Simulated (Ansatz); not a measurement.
SrCl2 (CdI2 type), relaxed with r2SCAN+rVV10: space group P-3m1 (No. 164), trigonal; a = 4.407 Å, c = 5.596 Å in the conventional setting, 31.38 Å³ an atom. Around Sr lie 6 Cl at 2.90 Å; around Cl lie 3 Sr at 2.90 Å. One-shot G0W0@PBE in the plane-wave code Ansatz on a 6×6×4 mesh (contour deformation, no spin-orbit coupling), from a PBE gap of 5.163 eV over the mesh points (the G0W0 gap is direct on the mesh); the number N of bands summed and the screening cutoff rise together. Simulation only: spin-unpolarised, and no claim that this is the phase found in nature.

```tsv
N	cutoff (eV)	1000/N	G0W0 gap (eV)
164	80	6.098	7.312
225	100	4.444	7.389
528	180	1.894	7.555
```

Lay a straight line in 1000/N through these rows.
The slope is -0.0584 eV per unit of 1000/N and the intercept 7.661 eV.

Predict the gap at N = 1013 (260 eV).
7.661 + (-0.0584) × 0.987 = 7.603 eV; the run gives 7.630 eV, +0.027 eV from the line.

With that run's result added, what limit do the last two rows suggest?
Their slope is (7.630 − 7.555)/(0.987 − 1.894) = -0.0827, which meets 1/N = 0 at 7.71 eV, against 7.661 eV from the first line. The slope steepens, so 1/N isn't yet asymptotic and the true limit probably lies higher still; the k mesh isn't extrapolated.
